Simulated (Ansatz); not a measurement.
Al under changes of volume

One of the cells (16.603 Å³/atom); the others are scaled copies at fixed shape and fractional positions:

```
CELL_PARAMETERS angstrom
0.00000 2.02481 2.02481
2.02481 0.00000 2.02481
2.02481 2.02481 0.00000
ATOMIC_POSITIONS crystal
Al 0.00000 0.00000 0.00000
```

* Program: Ansatz 0.2.0
* Functional: HSE06
* Potentials or basis: Ansatz PAW
* Cutoff: 420 eV (not typed: the program's choice for these potentials)
* k mesh: 6 × 6 × 6
* Occupations: fermi-dirac, width 0.05 eV
* Spin: no spin polarisation

| volume (Å³/atom) | energy over the lowest point (meV/atom) | pressure (GPa) |
| --- | --- | --- |
| 15.607 | 9.85 | 4.3 |
| 15.939 | 3.11 | 2.4 |
| 16.271 | 0.00 | 0.6 |
| 16.603 | 0.30 | -1.0 |
| 16.935 | 3.65 | -2.4 |
| 17.267 | 9.86 | -3.7 |
| 17.599 | ? | ? |

What does the run at 17.599 Å³/atom give?

Energy over the lowest point 18.70 meV/atom; pressure -4.9 GPa.

Worked out: A Birch-Murnaghan fit of order 3 (a polynomial in V^(-2/3)) to the other rows has its minimum at 16.41 Å³/atom with B0 = V·E''(V) = 77 GPa and B' = 3.2. It gives 18.67 meV/atom at 17.599 Å³/atom, against the run's 18.70, and -dE/dV = -4.8 GPa, against -4.9.

Energies are extrapolated to zero smearing.

Caveats: all runs use coarse meshes; the PAW data sets come from PBE, with cores solved anew for the run's functional, which leaves a small shift of forces and pressure; the thresholds are loose for stress.
